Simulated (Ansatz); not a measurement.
Input and command of a plane-wave DFT calculation in Ansatz:

```yaml
crystal:
  lattice:
    - [0.0, 2.174, 2.174]
    - [2.174, 0.0, 2.174]
    - [2.174, 2.174, 0.0]
  atoms:
    - { symbol: Si, position: [0.0689972401, 0.0689972401, -0.1665740728] }
    - { symbol: C, position: [0.75, 0.75, 0.75] }
basis:
  ecutwfc: 500
kpoints:
  mp_grid: { grid: [12, 12, 12] }
hamiltonian:
  xc: r2scan
scf:
  occupations: { method: gaussian, width: 0.05 }
output:
  forces: true
  stress: true
  eigenvalues: true
```

```bash
ansatz run input.yaml --threads 1 --pin off --max-ram 2560MiB --backend cpu --events-out ev --progress --plain --runs-dir out
```

Processor: Arm Neoverse V1, 1 thread, on a host shared with other jobs.

Problem. Estimate time, memory and problem size.

Solution. About 17 s on 1 thread of Arm Neoverse V1 (shared host), peak memory 0.48 GiB. It solves 8 bands at 476 k points (the mesh reduced by symmetry) with about 531 plane waves, in 6 SCF iterations.
